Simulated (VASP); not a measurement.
# Ge (P6_3/mmc) in VASP: further runs

The runs below take Ge through single point, relaxation of cell and atoms, with PBE.

Everything below comes from runs of VASP 6.6.1. Logs are shortened: lines on timing, memory, paths and dates and some standing lists are left out, and cuts for length are marked.

## Step 1: The crystal as given

Symmetry: P6_3/mmc, No. 194, hexagonal system. The conventional cell has a = 4.066 Å, b = 4.066 Å, c = 6.680 Å, α = 90.00°, β = 90.00°, γ = 120.00°. Ge (site symmetry 3m) has 4 Ge at 2.49 to 2.50 Å as nearest neighbours.

This isn't the form of Ge at room conditions, which is diamond.

## Step 2: Single point, PBE

The input, INCAR:

```
SYSTEM = Ge
ALGO = Fast
EDIFF = 1E-6
ENCUT = 520
GGA = PE
ISIF = 2
ISMEAR = -1
LASPH = .True.
LCHARG = .True.
LELF = .True.
LREAL = .False.
LVHAR = .True.
LWAVE = .False.
NBANDS = 36
NELM = 100
PREC = Accurate
SIGMA = 0.02
```

The input, KPOINTS:

```
k-points
0
Gamma
  6 6 4
  0 0 0
```

The input, POSCAR:

```
Ge
1.0
    4.0661514156      0.0000000000      0.0000000000
   -2.0330757078      3.5213904215      0.0000000000
    0.0000000000      0.0000000000      6.6803232577
Ge
4
Direct
    0.6666666667      0.3333333333      0.0625854482
    0.3333333333      0.6666666667      0.5625854482
    0.6666666667      0.3333333333      0.4374145518
    0.3333333333      0.6666666667      0.9374145518
```

Potentials or basis: VASP PAW PBE potentials, release 64 (Ge_d).

Launch:

```
$ cat potpaw_PBE.64/Ge_d/POTCAR > POTCAR
$ mpirun -np 1 vasp_std > vasp.out
```

OUTCAR:

```text
SYSTEM = Ge
   EDIFF = 1E-6
   ENCUT = 520
   GGA = PE
   ISIF = 2
   ISMEAR = -1
   LASPH = .True.
   LREAL = .False.
   NELM = 100
   PREC = Accurate

 ion  position               nearest neighbor table
   1  0.667  0.333  0.063-   4 2.49   4 2.49   4 2.49   3 2.50
   2  0.333  0.667  0.563-   3 2.49   3 2.49   3 2.49   4 2.50
   3  0.667  0.333  0.437-   2 2.49   2 2.49   2 2.49   1 2.50
   4  0.333  0.667  0.937-   1 2.49   1 2.49   1 2.49   2 2.50

  LATTYP: Found a hexagonal cell.
 ALAT       =     4.0661514156
 C/A-ratio  =     1.6429105990

  Lattice vectors:

 A1 = (   4.0661514156,   0.0000000000,   0.0000000000)
 A2 = (  -2.0330757078,   3.5213904215,   0.0000000000)
 A3 = (   0.0000000000,   0.0000000000,   6.6803232577)

Analysis of symmetry for initial positions (statically):
=====================================================================
 Subroutine PRICEL returns:
 Original cell was already a primitive cell.

 Routine SETGRP: Setting up the symmetry group for a
 hexagonal supercell.

 Subroutine GETGRP returns: Found 24 space group operations
 (whereof 12 operations were pure point group operations)
 out of a pool of 24 trial point group operations.

The static configuration has the point symmetry D_3d.
 The point group associated with its full space group is D_6h.

Analysis of symmetry for dynamics (positions and initial velocities):
=====================================================================
 Subroutine PRICEL returns:
 Original cell was already a primitive cell.

 Routine SETGRP: Setting up the symmetry group for a
 hexagonal supercell.

 Subroutine GETGRP returns: Found 24 space group operations
 (whereof 12 operations were pure point group operations)
 out of a pool of 24 trial point group operations.

The dynamic configuration has the point symmetry D_3d.
 The point group associated with its full space group is D_6h.

 Subroutine INISYM returns: Found 24 space group operations
 (whereof 12 operations are pure point group operations),
 and found     1 'primitive' translations

----------------------------------------------------------------------------------------

                                     Primitive cell

  volume of cell :      95.6523

  direct lattice vectors                    reciprocal lattice vectors
     4.066151416  0.000000000  0.000000000     0.245932799  0.141989368  0.000000000
    -2.033075708  3.521390422  0.000000000     0.000000000  0.283978736  0.000000000
     0.000000000  0.000000000  6.680323258     0.000000000  0.000000000  0.149693355

  length of vectors
     4.066151416  4.066151416  6.680323258     0.283978736  0.283978736  0.149693355

  position of ions in fractional coordinates (direct lattice)
     0.666666667  0.333333333  0.062585448
     0.333333333  0.666666667  0.562585448
     0.666666667  0.333333333  0.437414552
     0.333333333  0.666666667  0.937414552

  ion indices of the primitive-cell ions
   primitive index   ion index
                 1           1
                 2           2
                 3           3
                 4           4

----------------------------------------------------------------------------------------

 KPOINTS: k-points

Automatic generation of k-mesh.
 Grid dimensions read from file:
 generate k-points for:    6    6    4

 Generating k-lattice:

  Cartesian coordinates                     Fractional coordinates (reciprocal lattice)
     0.040988800  0.023664895  0.000000000     0.166666667 -0.000000000  0.000000000
     0.000000000  0.047329789  0.000000000     0.000000000  0.166666667  0.000000000
     0.000000000  0.000000000  0.037423339     0.000000000  0.000000000  0.250000000

  Length of vectors
     0.047329789  0.047329789  0.037423339

  Shift w.r.t. Gamma in fractional coordinates (k-lattice)
     0.000000000  0.000000000  0.000000000

 Subroutine IBZKPT returns following result:
 ===========================================

 Found     21 irreducible k-points:

 Following reciprocal coordinates:
            Coordinates               Weight
  0.000000  0.000000  0.000000      1.000000
  0.166667  0.000000  0.000000      6.000000
  0.333333  0.000000  0.000000      6.000000
  0.500000  0.000000  0.000000      3.000000
  0.166667  0.166667  0.000000      6.000000
  0.333333  0.166667  0.000000     12.000000
[... 13 lines left out ...]
  0.333333  0.166667  0.500000     12.000000
  0.333333  0.333333  0.500000      2.000000
   k-points           NKPTS =     21   k-points in BZ     NKDIM =     21   number of bands    NBANDS=     36
   number of dos      NEDOS =    301   number of ions     NIONS =      4
   total plane-waves  NPLWV =  45000
   dimension x,y,z NGX =    30 NGY =   30 NGZ =   50
   dimension x,y,z NGXF=    60 NGYF=   60 NGZF=  100
   ions per type =               4
   NGX,Y,Z   is equivalent  to a cutoff of  12.27, 12.27, 12.44 a.u.
   NGXF,Y,Z  is equivalent  to a cutoff of  24.53, 24.53, 24.89 a.u.
 SYSTEM =  Ge
   PREC   = accura    normal or accurate (medium, high low for compatibility)
   ISTART =      0    job   : 0-new  1-cont  2-samecut
   ICHARG =      2    charge: 1-file 2-atom 10-const
   ISPIN  =      1    spin polarized calculation?
   LNONCOLLINEAR =      F non collinear calculations
   LSORBIT =      F    spin-orbit coupling
   LASPH  =      T    aspherical Exc in radial PAW
   ENCUT  =  520.0 eV  38.22 Ry    6.18 a.u.   7.56  7.56 12.42*2*pi/ulx,y,z
   NELM   =    100;   NELMIN=  2; NELMDL= -5     # of ELM steps
   EDIFF  = 0.1E-05   stopping-criterion for ELM
   LREAL  =      F    real-space projection
   EDIFFG = 0.1E-04   stopping-criterion for IOM
   NSW    =      0    number of steps for IOM
   IBRION =     -1    ionic relax: 0-MD 1-quasi-New 2-CG
   NFREE  =      0    steps in history (QN), initial steepest desc. (CG)
   ISIF   =      2    stress and relaxation
   ISYM   =      2    0-nonsym 1-usesym 2-fastsym
   POTIM  = 0.5000    time-step for ionic-motion
   TEBEG  =    0.0;   TEEND  =   0.0 temperature during run
   PSTRESS=    0.0 pullay stress
   NELECT =      56.0000    total number of electrons
   NUPDOWN=      -1.0000    fix difference up-down
   EMIN   =  10.00;   EMAX   =-10.00  energy-range for DOS
   EFERMI =   0.00;   METHOD = LEGACY
   ISMEAR =    -1;   SIGMA  =   0.02  broadening in eV -4-tet -1-fermi 0-gaus
   EFERMI_NEDOS =   21; number of points for ismear=-14 and -15
   IALGO  =     68    algorithm
   IMIX   =      4    mixing-type and parameters
     AMIX     =   0.40;   BMIX     =  1.00
     AMIX_MAG =   1.60;   BMIX_MAG =  1.00
  volume/ion in A,a.u.               =      23.91       161.37
  Fermi-wavevector in a.u.,A,eV,Ry     =   1.369533  2.588042 25.519361  1.875620
  Thomas-Fermi vector in A             =   2.495400
   LORBIT       =      0    0 simple, 1 ext, 2 COOP (PROOUT), +10 PAW based schemes
   GGA     = PE    functional components
   LHFCALC =     F    Hartree Fock is set to
   AEXX    =    0.0000 exact exchange contribution
   IVDW    =     0    specifies the selected vdW correction
   LEPSILON=     F    determine dielectric tensor
   LRPA    =     F    only Hartree local field effects (RPA)
 non-spin polarized calculation
 RMM-DIIS sequential band-by-band and
  energy-cutoff  :      520.00
  volume of cell :       95.65
 maximum number of plane-waves:      2593
   NGX = 15   NGY = 15   NGZ = 25

 number of electron      55.9999967 magnetization

 Free energy of the ion-electron system (eV)
  ---------------------------------------------------
  ext. energy  EPLUGINS =         0.00000000
  ---------------------------------------------------
  free energy    TOTEN  =       -17.96675311 eV

  energy without entropy =      -17.96644562  energy(sigma->0) =      -17.96659936

 E-fermi :   4.4336     XC(G=0):  -9.6588

 val. band max:        4.4031577511   @ k =   0.0000   0.0000   0.0000
 cond. band min:       4.4795994626   @ k =   0.0000   0.0000   0.2500
 fundamental gap:      0.0764417115
 Fermi energy:         4.4335857022

 k-point     1 :       0.0000    0.0000    0.0000
  band No.  band energies     occupation
      1     -20.2966      2.00000
      2     -20.2966      2.00000
      3     -20.2671      2.00000
      4     -20.2628      2.00000
      5     -20.2628      2.00000
      6     -20.2531      2.00000
[... 28 lines left out ...]
     35       8.9828      0.00000
     36      10.5939      0.00000

 k-point     2 :       0.1667    0.0000    0.0000
  band No.  band energies     occupation
      1     -20.3087      2.00000
      2     -20.3008      2.00000
      3     -20.2782      2.00000
      4     -20.2701      2.00000
      5     -20.2621      2.00000
      6     -20.2393      2.00000
[... 28 lines left out ...]
     35      10.0394      0.00000
     36      10.3417      0.00000

 k-point     3 :       0.3333    0.0000    0.0000
  band No.  band energies     occupation
      1     -20.3154      2.00000
      2     -20.3048      2.00000
      3     -20.2937      2.00000
      4     -20.2792      2.00000
      5     -20.2528      2.00000
      6     -20.2280      2.00000
[... 28 lines left out ...]
     35      11.1131      0.00000
     36      11.5396      0.00000

 k-point     4 :       0.5000    0.0000    0.0000
  band No.  band energies     occupation
      1     -20.3113      2.00000
      2     -20.3055      2.00000
      3     -20.3045      2.00000
      4     -20.2823      2.00000
      5     -20.2415      2.00000
      6     -20.2245      2.00000
[... 28 lines left out ...]
     35      11.9867      0.00000
     36      12.5920      0.00000

 k-point     5 :       0.1667    0.1667    0.0000
  band No.  band energies     occupation
      1     -20.3138      2.00000
      2     -20.3092      2.00000
      3     -20.2881      2.00000
      4     -20.2827      2.00000
      5     -20.2501      2.00000
      6     -20.2300      2.00000
[... 538 lines left out ...]
 k-point    19 :       0.1667    0.1667    0.5000
  band No.  band energies     occupation
      1     -20.2970      2.00000
      2     -20.2970      2.00000
      3     -20.2922      2.00000
      4     -20.2922      2.00000
      5     -20.2483      2.00000
      6     -20.2483      2.00000
[... 28 lines left out ...]
     35      10.1181      0.00000
     36      10.1181      0.00000

 k-point    20 :       0.3333    0.1667    0.5000
  band No.  band energies     occupation
      1     -20.3040      2.00000
      2     -20.3040      2.00000
      3     -20.2928      2.00000
      4     -20.2928      2.00000
      5     -20.2381      2.00000
      6     -20.2381      2.00000
[... 28 lines left out ...]
     35      11.1405      0.00000
     36      11.1405      0.00000

 k-point    21 :       0.3333    0.3333    0.5000
  band No.  band energies     occupation
      1     -20.3110      2.00000
      2     -20.3110      2.00000
      3     -20.2932      2.00000
      4     -20.2932      2.00000
      5     -20.2328      2.00000
      6     -20.2328      2.00000
[... 28 lines left out ...]
     35      10.8484      0.00000
     36      10.8506      0.00000

------------------------ aborting loop because EDIFF is reached ----------------------------------------

  FORCE on cell =-STRESS in cart. coord.  units (eV):
  Direction    XX          YY          ZZ          XY          YZ          ZX
  --------------------------------------------------------------------------------------
  -------------------------------------------------------------------------------------
  Total       -0.0347970     -0.0347970     -0.0229726     -0.0000000      0.0000000     -0.0000000
  in kB       -0.5828508     -0.5828508     -0.3847917     -0.0000000      0.0000000     -0.0000000
  external PRESSURE =      -0.5168311 kB  Pullay stress =       0.0000000 kB

 VOLUME and BASIS-vectors are now :
 -----------------------------------------------------------------------------
  energy-cutoff  :      520.00
  volume of cell :       95.65
      direct lattice vectors                 reciprocal lattice vectors
     4.066151416  0.000000000  0.000000000     0.245932799  0.141989368  0.000000000
    -2.033075708  3.521390422  0.000000000     0.000000000  0.283978736  0.000000000
     0.000000000  0.000000000  6.680323258     0.000000000  0.000000000  0.149693355

 POSITION                                       TOTAL-FORCE (eV/Angst)
 -----------------------------------------------------------------------------------
      2.03308      1.17380      0.41809        -0.000000     -0.000000      0.000724
     -0.00000      2.34759      3.75825         0.000000      0.000000      0.000724
      2.03308      1.17380      2.92207        -0.000000     -0.000000     -0.000724
     -0.00000      2.34759      6.26223         0.000000      0.000000     -0.000724
 -----------------------------------------------------------------------------------
    total drift:                                0.000000     -0.000000      0.000000

  FREE ENERGIE OF THE ION-ELECTRON SYSTEM (eV)
  ---------------------------------------------------
  free  energy   TOTEN  =       -17.9667531118 eV

  energy  without entropy=      -17.9664456175  energy(sigma->0) =      -17.96659936
```

It took 47 s on 1 thread of Intel Xeon Platinum 8488C (Sapphire Rapids), shared host; peak memory 0.22 GiB.

Results:

- Free energy: -17.9668 eV
- Pressure: -0.1 GPa
- Band gap on the k mesh: 0.08 eV, indirect (least direct gap 0.19 eV)

A k mesh can miss the band edges. PBE gaps usually lie below the measured ones, often by a third to a half.

## Step 3: Relaxation of cell and atoms, PBE

This run uses another cell than the first one, of 22.83 Å³/atom, 0.955 times its volume.

The input, INCAR:

```
SYSTEM = Ge
  PREC = Accurate
  ENCUT = 600
  EDIFF = 1E-6
  ISMEAR = -1
  SIGMA = 0.02
  LREAL = .FALSE.
  LASPH = .TRUE.
  NELM = 100
  ALGO = Fast
  ISIF = 3
  LWAVE = .FALSE.
  LCHARG = .FALSE.
  GGA = PE
  IBRION = 2
  NSW = 80
  EDIFFG = -0.005
```

The input, KPOINTS:

```
regular mesh
0
G
  6 6 4
  0 0 0
```

The input, POSCAR:

```
Ge
1.0
    3.9975858431      0.0000000000      0.0000000000
   -1.9987929216      3.4620108940      0.0000000000
    0.0000000000      0.0000000000      6.5993779500
Ge
4
Direct
    0.6666666700      0.3333333300      0.0629012500
    0.3333333300      0.6666666700      0.5629012500
    0.6666666700      0.3333333300      0.4370987500
    0.3333333300      0.6666666700      0.9370987500
```

Potentials or basis: VASP PAW PBE potentials, release 64 (Ge_d).

Launch:

```
$ cat potpaw_PBE.64/Ge_d/POTCAR > POTCAR
$ mpirun -np 1 vasp_std > vasp.out
```

Run time: 5.9 min. Hardware: 1 thread of Intel Xeon Platinum 8488C (Sapphire Rapids), shared host; peak memory 0.26 GiB.

Results (log left out):

* Free energy: -17.9667 eV
* Relaxed volume: 23.91 Å³/atom
* Relaxed cell: a = 4.065 Å, b = 4.065 Å, c = 6.683 Å, α = 90.00°, β = 90.00°, γ = 120.00°
* Space group after relaxing (to 0.05 Å): P6_3/mmc (No. 194)
* Energy gained by relaxing: 9.9 meV/atom
* Ionic steps: 15
* Pressure after relaxing: 0.0 GPa
* Band gap on the k mesh: 0.09 eV, indirect (least direct gap 0.20 eV)

Step by step:
```csv
step,energy change (eV),largest force (eV/Å),pressure (GPa),volume (Å³)
1,0.0000,0.0210,2.98,91.33
2,-0.0353,0.0592,-2.20,97.06
3,-0.0391,0.0344,0.17,95.41
4,-0.0392,0.0375,0.03,95.53
5,-0.0392,0.0398,-0.42,95.61
6,-0.0379,0.0049,0.59,94.78
7,-0.0392,0.0295,0.02,95.41
8,-0.0392,0.0220,0.19,95.38
9,-0.0392,0.0316,0.12,95.40
10,-0.0394,0.0030,-0.02,95.60
11,-0.0394,0.0065,0.03,95.60
12,-0.0394,0.0086,-0.03,95.63
13,-0.0394,0.0105,0.01,95.63
14,-0.0394,0.0110,0.00,95.64
15,-0.0394,0.0006,-0.01,95.65
```

Final structure:
```
Ge
1.0
     4.06547    0.00000    0.00000
    -2.03273    3.52080    0.00000
     0.00000    0.00000    6.68266
Ge
4
Cartesian
  2.0327 1.1736 0.4187
  0.0000 2.3472 3.7601
  2.0327 1.1736 2.9226
  0.0000 2.3472 6.2639
```

Levels at points of the mesh, in eV from the valence-band top:
```
           k point  band 24  band 25  band 26  band 27  band 28  band 29  band 30  band 31  band 32  band 33
(0.00, 0.00, 0.00)    -1.30    -1.30    -0.28    -0.11     0.00     0.23     0.23     2.38     2.38     2.87
(0.50, 0.00, 0.00)    -6.50    -4.21    -2.79    -2.51    -1.24     0.70     1.66     3.72     3.81     4.39
(0.00, 0.00, 0.50)    -4.60    -0.70    -0.70    -0.70    -0.70     0.64     0.64     3.45     3.45     3.45
(0.50, 0.00, 0.50)    -7.56    -2.28    -2.28    -2.16    -2.16     0.64     0.64     2.29     2.29     6.11
```

A k mesh can miss the band edges.
